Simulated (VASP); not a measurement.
A run of VASP 6.6.1 is set up as follows.

File INCAR:

```
PREC = Accurate
ENCUT = 520
EDIFF = 1E-6
ISMEAR = 0
SIGMA = 0.1
LREAL = False
LASPH = True
NELM = 100
ALGO = Fast
ISIF = 2
LWAVE = False
LCHARG = False
GGA = PS
NBANDS = 17
```

File KPOINTS:

```
regular mesh
0
Gamma
  18 18 18
```

File POSCAR:

```
ZrSi2
1.0
   -1.7108487064      1.7108487064      4.2028067753
    1.7108487064     -1.7108487064      4.2028067753
    1.7108487064      1.7108487064     -4.2028067753
Si Zr
2 1
Direct
    0.3330000000      0.3330000000      0.0000000000
    0.6670000000      0.6670000000      0.0000000000
    0.0000000000      0.0000000000      0.0000000000
```

Potentials or basis: VASP PAW PBE potentials, release 64 (Si, Zr_sv).

The run is started by

```bash
$ cat potpaw_PBE.64/Si/POTCAR potpaw_PBE.64/Zr_sv/POTCAR > POTCAR
$ mpirun -np 1 vasp_std > vasp.out
```

Q: Predict the largest force.

A: 0.483 eV/Å.

Q: What does it give for the pressure?

A: 1.3 GPa.

Q: What does it give for the band gap on the k mesh?

A: None (metal or under the smearing width).

Forces on the atoms (eV/Å):
```
Si   0.000  0.000 -0.483
Si   0.000  0.000  0.483
Zr   0.000  0.000  0.000
```

Caveat: the PAW data sets were made with another functional, which shifts forces and pressure a little.
